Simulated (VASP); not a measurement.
A run of VASP 6.6.1 is set up as follows.

Contents of INCAR:

```
SYSTEM = AlRu
PREC     = Accurate       ! precision mode
ENCUT    = 600            ! plane-wave cutoff, eV
EDIFF    = 1E-6           ! SCF threshold, eV
ISMEAR   = -1             ! smearing method
SIGMA    = 0.05           ! smearing width, eV
LREAL    = .FALSE.        ! projectors in reciprocal space
LASPH    = .TRUE.         ! aspherical terms in the spheres
NELM     = 80             ! most SCF steps
ALGO     = Fast           ! electronic algorithm
ISIF     = 3              ! what is computed and relaxed
LWAVE    = .FALSE.        ! write WAVECAR
LCHARG   = .FALSE.        ! write CHGCAR
GGA      = RE             ! functional
LUSE_VDW = .TRUE.       
AGGAC    = 0.0          
IBRION   = 2              ! ionic algorithm
NSW      = 40             ! ionic steps
EDIFFG   = -0.02          ! ionic threshold
```

KPOINTS

```
regular mesh
0
G
  9 9 9
  0 0 0
```

Contents of POSCAR:

```
AlRu
1.0
    2.9916000000      0.0000000000      0.0000000000
    0.0000000000      2.9916000000      0.0000000000
    0.0000000000      0.0000000000      2.9916000000
Ru Al
1 1
Direct
    0.5000000000      0.5000000000      0.5000000000
    0.0000000000      0.0000000000      0.0000000000
```

Potentials or basis: VASP PAW PBE potentials, release 64 (Ru_pv, Al).

Launch:

```bash
$ cat potpaw_PBE.64/Ru_pv/POTCAR potpaw_PBE.64/Al/POTCAR > POTCAR
$ mpirun -np 1 vasp_std > vasp.out
```

**Question.** Predict the relaxed cell.

**Answer.** a = 3.031 Å, b = 3.031 Å, c = 3.031 Å, α = 90.00°, β = 90.00°, γ = 90.00°.

**Question.** Predict the relaxed volume.

**Answer.** 13.93 Å³/atom.

**Question.** Estimate the band gap on the k mesh.

**Answer.** None (metal or under the smearing width).

**Question.** Predict the space group after relaxing (to 0.05 Å).

**Answer.** Pm-3m (No. 221).

Final structure:
```
Ru Al
1.0
     3.03124    0.00000    0.00000
     0.00000    3.03124    0.00000
     0.00000    0.00000    3.03124
Ru Al
1 1
Direct
  0.50000 0.50000 0.50000
  0.00000 0.00000 0.00000
```

Caveat: the PAW data sets were made with another functional, which shifts forces and pressure a little. Zero-point motion and thermal expansion aren't in these numbers.
